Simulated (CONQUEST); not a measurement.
# ZnS (F-43m) in CONQUEST: equation of state

Aim: energy against volume of ZnS in PBEsol, for its equilibrium volume and stiffness.

Program: CONQUEST 1.3. These are calculated values, not measurements. Logs are shortened: lines on timing, memory, paths and dates and some standing lists are left out, and cuts for length are marked.

**The experiment to reproduce.**

“Electronic, vibrational, and thermodynamic properties of ZnS (zincblende and rocksalt structure)”, 2009, arxiv:0911.5022 quotes, for a bulk crystal of ZnS: bulk modulus 76.9 GPa.

How close the calculation comes is told below.

## 1. The crystal as given

The structure is cubic, space group F-43m (No. 216). The conventional cell has a = 5.404 Å, b = 5.404 Å, c = 5.404 Å, α = 90.00°, β = 90.00°, γ = 90.00°. Zn (site symmetry -43m) is surrounded by 4 S at 2.34 Å. S (site symmetry -43m) has 4 Zn at 2.34 Å as nearest neighbours.

## 2. Equation of state, PBEsol, 18.54 Å³/atom (volume scaled by 0.94)

Conquest_input reads:

```
IO.Title ZnS
IO.Coordinates coords.dat
IO.FractionalAtomicCoords T
IO.Iprint 2
IO.Iprint_init 1
General.NumberOfSpecies 2
General.PseudopotentialType hamann
AtomMove.TypeOfRun static
AtomMove.FullStress T
Grid.PointsAlongX 36
Grid.PointsAlongY 36
Grid.PointsAlongZ 60
DM.SolutionMethod diagon
Diag.MPMesh T
Diag.GammaCentred T
Diag.MPMeshX 7
Diag.MPMeshY 7
Diag.MPMeshZ 5
Diag.kT 0.00183747
minE.SCTolerance 1e-6
SC.MaxIters 100
IO.AtomChargeOutput T
%block ChemicalSpeciesLabel
1 65.390 Zn
2 32.070 S
%endblock
```

coords.dat reads:

```
    7.0736216611     0.0000000000     0.0000000000
    0.0000000000     7.0736216611     0.0000000000
    0.0000000000     0.0000000000    10.0036116870
4
  0.0000000000   0.5000000000   0.2500000000 1 T T T
  0.5000000000   0.0000000000   0.7500000000 1 T T T
  0.0000000000   0.0000000000   0.0000000000 2 T T T
  0.5000000000   0.5000000000   0.5000000000 2 T T T
```

Potentials or basis: PseudoDojo NC PBEsol, DZP, grid of 36 × 36 × 60 points.

On the command line:

```console
OMP_NUM_THREADS=1 Conquest
```

Output:

```text
Simulation cell dimensions:     7.0736 a0 x     7.0736 a0 x    10.0036 a0

      Atomic coordinates (a0)
         Atom         X         Y         Z  Species
            1    0.0000    3.5368    2.5009        1
            2    3.5368    0.0000    7.5027        1
            3    0.0000    0.0000    0.0000        2
            4    3.5368    3.5368    5.0018        2

         Monkhorst-Pack mesh:   7 x   7 x   5 gamma-centred
        This calculation includes non-local pseudopotentials,
         with a maximum core radius of      6.25288158

    Job title: ZnS
    Job to be run: static calculation

    Ground state search:
      Support functions represented with PAO basis
      1:1 PAO to SF mapping
      Non-spin-polarised electrons
      Solving for the K matrix using diagonalisation
      Using Fermi-Dirac smearing

    Integration grid size:     36 x   36 x   60

    Integration grid spacing:  0.196 a0 x 0.196 a0 x 0.167 a0

    Number of species:  2
    --------------------------------------------------------
    |   #  mass (au)  Charge (e)  SF Rad (a0)  NSF  Label  |
    --------------------------------------------------------
    |   1     65.390      20.000        6.484   19  Zn     |
    |   2     32.070       6.000        6.288   13  S      |
    --------------------------------------------------------
          SCF tolerance:                 0.00000100
          SCF iterations:               100

    LibXC version:  6. 2. 2
    Using the GGA functional Perdew, Burke & Ernzerhof SOL
    Using the GGA functional Perdew, Burke & Ernzerhof SOL

           radial cut-off to be used is taken to be max PAO cut-off radius for this species:    6.252882

           greatest ang. mom. for making density from PAOs:  2

           radial cut-off to be used is taken to be max PAO cut-off radius for this species:    6.083497

           greatest ang. mom. for making density from PAOs:  2
    Minimum blocs/proc is     1215. Maximum blocs/proc is     1215
    set_atom_dens: In set_atomic_density, electrons :      52.000000000000
 matrix_size & matrix_size_padH =           64          64

    Screened ion int: energy:    -376.762901610661 Ha

    new_SC_potl: Starting.  Tolerance:  0.10000E-05

    PulayMixSC: Starting Pulay mixing, A_up =  0.500 A_dn =  0.500
    PulayMixSC: Spin non-polarised calculation.
          Harris-Foulkes Energy            :      -439.970945920205168 Ha
          (TS=0 as O(N) or entropic contribution is negligible)
          DFT Total Energy                 :      -439.888769572085607 Ha
          Total number of electrons        :        51.999999999999247
    PulayMixSC: Pulay iteration     1 residual:              0.22149E-02
          Harris-Foulkes Energy            :      -439.936368934395659 Ha
          (TS=0 as O(N) or entropic contribution is negligible)
          DFT Total Energy                 :      -439.934069780617790 Ha
          Total number of electrons        :        52.000015870130483
    PulayMixSC: Pulay iteration     2 residual:              0.85986E-03
          Harris-Foulkes Energy            :      -439.935287202440975 Ha
          (TS=0 as O(N) or entropic contribution is negligible)
          DFT Total Energy                 :      -439.935180764357483 Ha
          Total number of electrons        :        52.000023077328336
    PulayMixSC: Pulay iteration     3 residual:              0.40423E-03
          Harris-Foulkes Energy            :      -439.935186571712620 Ha
          (TS=0 as O(N) or entropic contribution is negligible)
          DFT Total Energy                 :      -439.935185879796222 Ha
          Total number of electrons        :        52.000032779840822
    PulayMixSC: Pulay iteration     4 residual:              0.11303E-04
          Harris-Foulkes Energy            :      -439.935186209409267 Ha
          (TS=0 as O(N) or entropic contribution is negligible)
          DFT Total Energy                 :      -439.935186176095215 Ha
          Total number of electrons        :        52.000032753054512
    PulayMixSC: Pulay iteration     5 residual:              0.34935E-05
          Harris-Foulkes Energy            :      -439.935186181715324 Ha
          (TS=0 as O(N) or entropic contribution is negligible)
          DFT Total Energy                 :      -439.935186180942083 Ha
          Total number of electrons        :        52.000032783009480
    PulayMixSC: Pulay iteration     6 residual:              0.35391E-06
    PulayMixSC: Reached SCF tolerance of  0.35391E-06 after      6 iterations
      | Number of electrons      =        52.000033
      |* band energy as 2Tr[K.H] =       -71.365495778340772 Ha
      |  screened ion-ion energy =      -376.762901610661174 Ha
      |  Ha correction           =         2.574581774430166 Ha
      |  XC correction           =         5.618634568328538 Ha
      |* Harris-Foulkes energy   =      -439.935186181715324 Ha
      |* DFT total energy        =      -439.935186180942083 Ha
      |  estimated accuracy      =        -0.000000000773241 Ha

    force: Forces on atoms (Ha/a0)
    force:  Atom   X              Y              Z
    force:     1   0.0000000000  -0.0000000000  -0.0000000000
    force:     2  -0.0000000000   0.0000000000  -0.0000000000
    force:     3  -0.0000000000  -0.0000000000   0.0000000000
    force:     4   0.0000000000   0.0000000000  -0.0000000000

    force: Maximum force :        0.00000000(Ha/a0) on atom         2 in z direction
    force: Force Residual:        0.00000000 Ha/a0
    force: Total stress:         -5.42362675     0.00000000     0.00000000 GPa
                             0.00000000    -5.42362675     0.00000000
                             0.00000000     0.00000000    -5.64689249
    force: Average pressure:      5.49804866 GPa

    force: Finished force
    get_E_and_F: Change in energy during last step of electronic optimisation:  0.27694E-07

    BIBLIOGRAPHY: Please consider citing the following references in the conquest.bib file

    CONQUEST:         Bowler2002pt, Miyazaki2004, Nakata2020
    Basis:            Bowler2019
    DM:               Bowler:2006xr
    Pseudopotentials: Hamann2013, Bowler2019
    XC references from LibXC:
```

Run time: 23 s. Hardware: 1 thread of Intel Xeon 6975P-C (Granite Rapids), shared host; peak memory 0.46 GiB.

Results:

| Item | Value |
| --- | --- |
| Free energy | -11971.2463 eV |
| Pressure | 5.5 GPa |
| Band gap on the k mesh | 2.56 eV |
| Mulliken charges | Zn +0.17; S -0.17 e |

Caveat: Mulliken charges move with the basis; an odd mesh through Γ misses points on the zone boundary, where band edges often lie; the basis of atomic orbitals isn't converged, which shifts pressures, moduli and gaps; the real-space grid breaks the cell's symmetry a little.

## 3. Equation of state, PBEsol, 18.94 Å³/atom (volume scaled by 0.96)

Conquest_input is that of step 2.

coords.dat reads:

```
    7.1234375395     0.0000000000     0.0000000000
    0.0000000000     7.1234375395     0.0000000000
    0.0000000000     0.0000000000    10.0740619778
4
  0.0000000000   0.5000000000   0.2500000000 1 T T T
  0.5000000000   0.0000000000   0.7500000000 1 T T T
  0.0000000000   0.0000000000   0.0000000000 2 T T T
  0.5000000000   0.5000000000   0.5000000000 2 T T T
```

Potentials or basis: PseudoDojo NC PBEsol, DZP, grid of 36 × 36 × 60 points.

On the command line:

```console
OMP_NUM_THREADS=1 Conquest
```

It took 23 s on 1 thread of Intel Xeon 6975P-C (Granite Rapids), shared host; peak memory 0.46 GiB.

It converged, with:

- Free energy: -11971.2920 eV
- Pressure: 3.8 GPa
- Band gap on the k mesh: 2.44 eV
- Mulliken charges: Zn +0.18; S -0.18 e

Caveat: Mulliken charges move with the basis; an odd mesh through Γ misses points on the zone boundary, where band edges often lie; the basis of atomic orbitals isn't converged, which shifts pressures, moduli and gaps; the real-space grid breaks the cell's symmetry a little.

## 4. Equation of state, PBEsol, 19.33 Å³/atom (volume scaled by 0.98)

Conquest_input is that of step 3.

coords.dat reads:

```
    7.1725662474     0.0000000000     0.0000000000
    0.0000000000     7.1725662474     0.0000000000
    0.0000000000     0.0000000000    10.1435404628
4
  0.0000000000   0.5000000000   0.2500000000 1 T T T
  0.5000000000   0.0000000000   0.7500000000 1 T T T
  0.0000000000   0.0000000000   0.0000000000 2 T T T
  0.5000000000   0.5000000000   0.5000000000 2 T T T
```

On the command line:

```console
OMP_NUM_THREADS=1 Conquest
```

It took 23 s on 1 thread of Intel Xeon 6975P-C (Granite Rapids), shared host; peak memory 0.47 GiB.

The run converged. Its results:

| Item | Value |
| --- | --- |
| Free energy | -11971.3207 eV |
| Pressure | 2.1 GPa |
| Band gap on the k mesh | 2.33 eV |
| Mulliken charges | Zn +0.19; S -0.19 e |

Caveat: Mulliken charges move with the basis; an odd mesh through Γ misses points on the zone boundary, where band edges often lie; the basis of atomic orbitals isn't converged, which shifts pressures, moduli and gaps; the real-space grid breaks the cell's symmetry a little.

## 5. Equation of state, PBEsol, 19.73 Å³/atom

Conquest_input is that of step 4.

coords.dat reads:

```
    7.2210310030     0.0000000000     0.0000000000
    0.0000000000     7.2210310030     0.0000000000
    0.0000000000     0.0000000000    10.2120799775
4
  0.0000000000   0.5000000000   0.2500000000 1 T T T
  0.5000000000   0.0000000000   0.7500000000 1 T T T
  0.0000000000   0.0000000000   0.0000000000 2 T T T
  0.5000000000   0.5000000000   0.5000000000 2 T T T
```

On the command line:

```console
OMP_NUM_THREADS=1 Conquest
```

Run time: 25 s. Hardware: 1 thread of Intel Xeon 6975P-C (Granite Rapids), shared host; peak memory 0.47 GiB.

Results (log left out):

```
Free energy            : -11971.3339 eV
Pressure               : 0.6 GPa
Band gap on the k mesh : 2.22 eV
Mulliken charges       : Zn +0.20; S -0.20 e
```

Caveat: Mulliken charges move with the basis; an odd mesh through Γ misses points on the zone boundary, where band edges often lie; the basis of atomic orbitals isn't converged, which shifts pressures, moduli and gaps; the real-space grid breaks the cell's symmetry a little.

## 6. Equation of state, PBEsol, 20.12 Å³/atom (volume scaled by 1.02)

Conquest_input is that of step 5.

coords.dat reads:

```
    7.2688537941     0.0000000000     0.0000000000
    0.0000000000     7.2688537941     0.0000000000
    0.0000000000     0.0000000000    10.2797116172
4
  0.0000000000   0.5000000000   0.2500000000 1 T T T
  0.5000000000   0.0000000000   0.7500000000 1 T T T
  0.0000000000   0.0000000000   0.0000000000 2 T T T
  0.5000000000   0.5000000000   0.5000000000 2 T T T
```

Potentials or basis: PseudoDojo NC PBEsol, DZP, grid of 36 × 36 × 60 points.

On the command line:

```console
OMP_NUM_THREADS=1 Conquest
```

Wall time 23 s (1 thread of Intel Xeon 6975P-C (Granite Rapids), shared host); peak memory 0.45 GiB.

Results (log left out):

```
Free energy            : -11971.3311 eV
Pressure               : -1.1 GPa
Band gap on the k mesh : 2.11 eV
Mulliken charges       : Zn +0.21; S -0.21 e
```

Caveat: Mulliken charges move with the basis; an odd mesh through Γ misses points on the zone boundary, where band edges often lie; the basis of atomic orbitals isn't converged, which shifts pressures, moduli and gaps; the real-space grid breaks the cell's symmetry a little.

## 7. Equation of state, PBEsol, 20.52 Å³/atom (volume scaled by 1.04)

Conquest_input is that of step 6.

coords.dat reads:

```
    7.3160554660     0.0000000000     0.0000000000
    0.0000000000     7.3160554660     0.0000000000
    0.0000000000     0.0000000000    10.3464648617
4
  0.0000000000   0.5000000000   0.2500000000 1 T T T
  0.5000000000   0.0000000000   0.7500000000 1 T T T
  0.0000000000   0.0000000000   0.0000000000 2 T T T
  0.5000000000   0.5000000000   0.5000000000 2 T T T
```

On the command line:

```console
OMP_NUM_THREADS=1 Conquest
```

Wall time 25 s (1 thread of Intel Xeon 6975P-C (Granite Rapids), shared host); peak memory 0.43 GiB.

It converged, with:

```yaml
Free_energy: -11971.3143 eV
Pressure: -2.3 GPa
Band_gap_on_the_k_mesh: 2.01 eV
Mulliken_charges: Zn +0.22; S -0.22 e
```

Caveat: Mulliken charges move with the basis; an odd mesh through Γ misses points on the zone boundary, where band edges often lie; the basis of atomic orbitals isn't converged, which shifts pressures, moduli and gaps; the real-space grid breaks the cell's symmetry a little.

## 8. Equation of state, PBEsol, 20.91 Å³/atom (volume scaled by 1.06)

Conquest_input is that of step 7.

coords.dat reads:

```
    7.3626558017     0.0000000000     0.0000000000
    0.0000000000     7.3626558017     0.0000000000
    0.0000000000     0.0000000000    10.4123676887
4
  0.0000000000   0.5000000000   0.2500000000 1 T T T
  0.5000000000   0.0000000000   0.7500000000 1 T T T
  0.0000000000   0.0000000000   0.0000000000 2 T T T
  0.5000000000   0.5000000000   0.5000000000 2 T T T
```

On the command line:

```console
OMP_NUM_THREADS=1 Conquest
```

Run time: 22 s. Hardware: 1 thread of Intel Xeon 6975P-C (Granite Rapids), shared host; peak memory 0.43 GiB.

Results (log left out):

| Property | Result |
| --- | --- |
| Free energy | -11971.2859 eV |
| Pressure | -3.4 GPa |
| Band gap on the k mesh | 1.92 eV |
| Mulliken charges | Zn +0.23; S -0.23 e |

Caveat: Mulliken charges move with the basis; an odd mesh through Γ misses points on the zone boundary, where band edges often lie; the basis of atomic orbitals isn't converged, which shifts pressures, moduli and gaps.

## 9. Equation of state, PBEsol

Potentials or basis: PseudoDojo NC PBEsol, DZP, grid of 36 × 36 × 60 points.

No new run: the results of the series are fitted here.

What came out:

| Item | Value |
| --- | --- |
| Equilibrium volume | 19.86 Å³/atom |
| Bulk modulus | 74 GPa |
| Pressure derivative of the bulk modulus | 2.8 (rough: it moves with the points fitted) |

Energy against volume, from the lowest point:
```tsv
volume (Å³/atom)	energy (meV/atom)
18.543	21.90
18.938	10.46
19.332	3.28
19.727	0.00
20.121	0.69
20.516	4.89
20.910	11.99
```

Caveat: the DZP basis gives volumes some 2 % larger than converged bases do, and moduli off by several per cent; the basis of atomic orbitals isn't converged, which shifts pressures, moduli and gaps.

## 10. Against experiment

Step 9. Against the measured bulk modulus of ZnS, 76.9 GPa (quoted in “Electronic, vibrational, and thermodynamic properties of ZnS (zincblende and rocksalt structure)”, 2009, arxiv:0911.5022), the calculated 74 GPa is off by -3.3 %. The fit is for a static lattice scaled at fixed shape and fixed fractional positions.
